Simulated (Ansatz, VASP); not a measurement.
One calculation of CdSe, two programs

File INCAR:

```
SYSTEM = CdSe
ALGO = Normal ; EDIFF = 1E-8
ENCUT = 520 ; ISIF = 2
ISMEAR = -1 ; LASPH = .True.
LCHARG = .False. ; LEFG = .True.
LREAL = .False. ; LWAVE = .False.
NBANDS = 16 ; NELM = 60
PREC = Accurate ; SIGMA = 0.03
```

KPOINTS

```
k-points
0
Gamma
  8 8 8
  0 0 0
```

File POSCAR:

```
CdSe
1.0
    0.0000000000      3.0702711986      3.1316766226
    3.0702711986      0.0000000000      3.1316766226
    3.0702711986      3.0702711986      0.0000000000
Cd Se
1 1
Direct
    0.0000000000      0.0000000000      0.0000000000
    0.2500000000      0.2500000000      0.2500000000
```

Input for Ansatz:

```yaml
crystal:
  lattice:
    - [0.0, 3.0702711986, 3.1316766226]
    - [3.0702711986, 0.0, 3.1316766226]
    - [3.0702711986, 3.0702711986, 0.0]
  atoms:
    - { symbol: Cd, position: [0.0, 0.0, 0.0] }
    - { symbol: Se, position: [0.25, 0.25, 0.25] }
kpoints:
  mp_grid: { grid: [8, 8, 8] }
scf:
  occupations: { method: fermi_dirac, width: 0.03 }
hamiltonian:
  xc: lda
  pseudopotentials: { kind: paw }
output:
  forces: true
  stress: true
  eigenvalues: true
  efg: { contact_densities: true }
  write_density: true
  write_potential: true
  elf: true
  volumetric_format: npy
```

Change from the starting cell: zz strain of +2 %, PAW files.

Alike in both runs: task electric field gradients; functional LDA; k mesh 8 × 8 × 8; occupations fermi-dirac, width 0.03 eV; no spin polarisation.

|  | VASP | Ansatz |
| --- | --- | --- |
| version | VASP 6.6.1 | Ansatz 0.2.0 |
| potentials or method | VASP PAW LDA potentials, release 64 (Cd, Se) | PAW with Ansatz's default frozen-core files, scalar-relativistic |
| plane-wave cutoff (eV) | 520 | 420 |
| valence electrons in the cell | 18 | 36 |

```tsv
	VASP	Ansatz	Ansatz less VASP
pressure (GPa)	-3.7	-4.1	-0.34
largest component of the traceless stress (GPa)	0.30	0.31	+0.005
Vzz of the field gradient on the site that differs most (V/Å²)	7.9	8.0	+0.09
```

The two sets of potentials don't hold the same shells in valence. Ansatz warned: «gradients_without_spin_orbit».
